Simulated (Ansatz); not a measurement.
Working through a band structure of Ge, space group Cmce

Program: Ansatz 0.2.0, Python API.

Run as a notebook:

**Cell 1**
```python
import warnings

import ansatz as az
import numpy as np
from pymatgen.core import Lattice, Structure
from pymatgen.io.ase import AseAtomsAdaptor
```

**Cell 2**
```python
params = {
    'xc': 'pbe',
    'kmesh': (5, 5, 5),
    'occupations': 'gaussian',
    'smearing_width': 0.1,
    'n_empty': 6,
}
```

**Cell 3**
```python
warnings.simplefilter('ignore', az.DeckWarning)
```

**Cell 4**
```python
pmg_structure = Structure(
    Lattice([(3.943, -2.328, 0.0), (3.943, 2.328, 0.0), (0.0, 0.0, 4.667)]),
    ['Ge', 'Ge', 'Ge', 'Ge', 'Ge', 'Ge', 'Ge', 'Ge'],
    [
        (0.221, 0.221, 0.0),
        (0.279, 0.279, 0.5),
        (0.779, 0.779, 0.0),
        (0.721, 0.721, 0.5),
        (0.8279, 0.1721, 0.3138),
        (0.6721, 0.3279, 0.8138),
        (0.1721, 0.8279, 0.6862),
        (0.3279, 0.6721, 0.1862),
    ],
)
cell = az.Crystal.from_ase(AseAtomsAdaptor.get_atoms(pmg_structure))

# high-symmetry points in fractions of the reciprocal vectors
path = [
    ('G', (0.0, 0.0, 0.0)),
    ('S', (0.0, 0.5, 0.0)),
    ('R', (0.0, 0.5, 0.5)),
    ('Z', (0.0, 0.0, 0.5)),
    ('T', (0.5, 0.5, 0.5)),
]
job = (
    cell.calculation()
    .functional(params['xc'])
    .kpoints(mesh=params['kmesh'])
    .occupations(params['occupations'], width=params['smearing_width'])
    .band_structure([point for _, point in path], intervals=6)
    .scf(extra_bands=params['n_empty'])
    .stress()
)
history = []
outcome = job.session().plan().execute(on_event=lambda event: history.append(event['data']['dr2_ev']) if event['event'] == 'scf_iter' else None)
r = outcome.report
```

**Cell 5**
```python
sorted(key for key in r if key.endswith('_ev'))
```
Output:
```text
['eigenvalues_ev', 'energy_sigma0_ev', 'entropy_ts_ev', 'fermi_energy_ev', 'free_energy_ev',
 'gap_by_band_count_ev', 'harris_foulkes_ev', 'internal_energy_ev', 'lagrangian_above_aufbau_ev',
 'lagrangian_ev', 'lagrangian_sigma0_ev', 'loop_eigenvalues_ev', 'loop_fermi_energy_ev',
 'occupations_fermi_energy_ev', 'residual_norms_ev']
```

**Cell 6**
```python
r['mixing_algorithm'], r['preconditioner'], r['eigensolver']
```
Output:
```text
('MSR1', 'Kerker', 'band_cg')
```

**Cell 7**
```python
print('density residual by iteration (eV):', ' '.join(f'{value:.1e}' for value in history[:40]))
```
Output:
```text
density residual by iteration (eV): 3.3e-02 1.3e-02 1.7e-03 2.1e-05 1.1e-06 1.7e-07 2.8e-08
```

**Cell 8**
```python
print('%-22s %14.5f eV' % ('F = E - TS', r['free_energy_ev']))
print('%-22s %14.5f eV' % ('E', r['internal_energy_ev']))
print('%-22s %14.5f eV' % ('Harris-Foulkes', r['harris_foulkes_ev']))
print('%-22s %14.5f eV' % ('Fermi level', r['fermi_energy_ev']))
```
Output:
```text
F = E - TS               -34339.38114 eV
E                        -34339.37256 eV
Harris-Foulkes           -34339.38114 eV
Fermi level                  22.41322 eV
```

**Cell 9**
```python
# pressure is a third of the trace
sigma = r['stress_gpa']
voigt = [sigma[0][0], sigma[1][1], sigma[2][2], sigma[1][2], sigma[0][2], sigma[0][1]]
print('stress xx yy zz yz xz xy (GPa, compression positive):', ' '.join(f'{s:.3f}' for s in voigt))
print('P =', round(10 * float(np.mean(voigt[:3])), 2), 'kbar')
```
Output:
```text
stress xx yy zz yz xz xy (GPa, compression positive): 141.596 143.703 144.805 0.000 0.000 0.000
P = 1433.68 kbar
```

**Cell 10**
```python
bands = outcome.band_structure()
fermi = bands.fermi_energy_ev
print(f'zero of the bands: {fermi:.3f} eV, the Fermi level found on the SCF mesh')
for spin, channel in enumerate(bands.channels):
    levels = channel.eigenvalues_ev - fermi
    crossing = [b for b in range(levels.shape[1]) if levels[:, b].min() < 0 < levels[:, b].max()]
    print(f'channel {spin}: bands that cross the Fermi level on this path:', [b + 1 for b in crossing] or 'none')
    shown = crossing or sorted(np.argsort(np.abs(levels).min(axis=0))[:2])
    for k, row in zip(bands.kpoints_frac, levels[:, shown]):
        print(f'{k[0]:7.3f} {k[1]:7.3f} {k[2]:7.3f}  ', ' '.join(f'{e:8.3f}' for e in row))
```
Output:
```text
zero of the bands: 22.413 eV, the Fermi level found on the SCF mesh
channel 0: bands that cross the Fermi level on this path: [55, 56, 57, 58, 59, 60]
  0.000   0.000   0.000     -2.630   -2.584   -2.007   -1.884   -1.775   -1.633
  0.000   0.083   0.000     -2.632   -1.938   -1.816   -1.196   -1.058   -0.855
  0.000   0.167   0.000     -3.183   -0.956   -0.950   -0.115   -0.074    0.672
  0.000   0.250   0.000     -3.628    0.016    0.094    0.948    1.008    2.124
  0.000   0.333   0.000     -2.108    0.285    0.696    1.709    1.977    2.182
 -0.000   0.417   0.000     -1.098   -0.540   -0.017    2.767    2.890    3.022
  0.000   0.500   0.000     -2.036   -2.036    2.016    2.016    3.854    3.854
  0.000   0.500   0.083     -1.995   -1.995    1.985    1.985    3.319    3.319
  0.000   0.500   0.167     -1.871   -1.871    1.778    1.778    2.583    2.583
  0.000   0.500   0.250     -0.953   -0.953    1.244    1.244    1.959    1.959
  0.000   0.500   0.333      0.121    0.121    0.780    0.780    1.426    1.426
  0.000   0.500   0.417     -0.167   -0.167    0.416    0.416    1.543    1.543
  0.000   0.500   0.500     -0.579   -0.579   -0.160   -0.160    1.166    1.166
 -0.000   0.417   0.500     -0.081   -0.081    0.844    0.844    1.437    1.437
  0.000   0.333   0.500     -0.745   -0.745    1.208    1.208    2.593    2.593
  0.000   0.250   0.500     -2.573   -2.573    2.160    2.160    4.145    4.145
  0.000   0.167   0.500     -3.130   -3.130    3.271    3.271    4.760    4.760
  0.000   0.083   0.500     -3.312   -3.312    4.426    4.426    5.222    5.222
  0.000   0.000   0.500     -3.373   -3.373    5.187    5.187    5.538    5.538
  0.083   0.083   0.500     -3.303   -3.303    4.417    4.417    5.241    5.241
  0.167   0.167   0.500     -3.083   -3.083    3.249    3.249    4.643    4.643
  0.250   0.250   0.500     -2.026   -2.026    2.080    2.080    4.120    4.120
  0.333   0.333   0.500     -0.097   -0.097    0.997    0.997    2.787    2.787
  0.417   0.417   0.500      0.033    0.033    0.685    0.685    1.742    1.742
  0.500   0.500   0.500     -0.844   -0.844   -0.165   -0.165    1.073    1.073
```

Caveats:
- Absolute energies stand on the zero of these potentials, so only differences at equal settings mean something. A total without «per atom» is that of the cell as typed.
- The computed bands are complete only to about 2.8 eV above the Fermi level.
- The mesh is modest for a metal, so energies can be off by several to tens of meV an atom and pressures by half a GPa or more; differences at equal mesh fare better.
- Only differences from the Fermi energy are physical; the zero of the scale is a convention.
- A gap by band count of zero or less means overlapping bands, a metal.
- At these settings the cell as given stands under about 143 GPa, so it isn't at this functional's equilibrium volume and may be a high-pressure phase.
- This isn't the structure that Ge takes at ambient conditions.
- Levels are Kohn-Sham eigenvalues on this mesh, without spin-orbit coupling.
- The whole script took 9.4 s on 1 thread of Intel(R) Xeon(R) Processor @ 2.30GHz (shared host), peak memory 0.64 GiB.
